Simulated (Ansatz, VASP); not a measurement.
## Li2O in VASP and in Ansatz

File INCAR:

```
PREC     = Accurate       # precision mode
ENCUT    = 600            # plane-wave cutoff, eV
EDIFF    = 1E-6           # SCF threshold, eV
ISMEAR   = 0              # smearing method
SIGMA    = 0.02           # smearing width, eV
LREAL    = False          # projectors in reciprocal space
LASPH    = True           # aspherical terms in the spheres
NELM     = 80             # most SCF steps
ALGO     = Normal         # electronic algorithm
ISIF     = 3              # what is computed and relaxed
LWAVE    = False          # write WAVECAR
LCHARG   = False          # write CHGCAR
GGA      = PS             # functional
IBRION   = 2              # ionic algorithm
NSW      = 70             # ionic steps
EDIFFG   = -0.005         # ionic threshold
```

Contents of KPOINTS:

```
regular mesh
0
Gamma
  8 8 8
```

POSCAR

```
Li2O
1.0
    0.0000000000      2.3130253888      2.3130253888
    2.3130253888      0.0000000000      2.3130253888
    2.3130253888      2.3130253888      0.0000000000
Li O
2 1
Direct
    0.2500000000      0.2500000000      0.2500000000
    0.7500000000      0.7500000000      0.7500000000
    0.0000000000      0.0000000000      0.0000000000
```

Input for Ansatz:

```yaml
crystal:
  lattice:
    - [0.0, 2.3130253888, 2.3130253888]
    - [2.3130253888, 0.0, 2.3130253888]
    - [2.3130253888, 2.3130253888, 0.0]
  atoms:
    - { symbol: Li, position: [0.25, 0.25, 0.25] }
    - { symbol: Li, position: [0.75, 0.75, 0.75] }
    - { symbol: O, position: [0.0, 0.0, 0.0] }
basis:
  ecutwfc: 420
kpoints:
  mp_grid: { grid: [8, 8, 8] }
hamiltonian:
  xc: pbesol
scf:
  occupations: { method: gaussian, width: 0.02 }
output:
  forces: true
  stress: true
  eigenvalues: true
relax:
  adjacent_minimum: "off"
  f_tol: 0.005
  max_steps: 50
  cell: { stress_tol: 0.05 }
```

Alike in both runs: task relaxation of cell and atoms; functional PBEsol; k mesh 8 × 8 × 8; occupations gaussian, width 0.02 eV; no spin polarisation.

|  | VASP | Ansatz |
| --- | --- | --- |
| version | VASP 6.6.1 | Ansatz 0.2.0 |
| potentials or method | VASP PAW PBE potentials, release 64 (Li_sv, O) | scalar-relativistic, plane waves, PAW |
| plane-wave cutoff (eV) | 600 | 420 |
| valence electrons in the cell | 12 | 12 |

```tsv
	VASP	Ansatz	Ansatz less VASP
gap on the k mesh at the Fermi level, each at its own relaxed structure (eV)	4.87	4.88	+0.012
relaxed volume (Å³/atom)	8.00	8.01	+0.004
relaxed cell length with the largest relative difference (Å)	3.238	3.239	+0.0005
energy change over the relaxation (meV/atom)	-2	-2	0.0
```

Caveats: the cutoff is under 1.25 times the usual one of these potentials, so pressure, stress and relaxed cells hold a basis-set (Pulay) error (VASP); the PAW data sets were made with another functional, which shifts forces and pressure a little (VASP). A k mesh can miss the band edges.
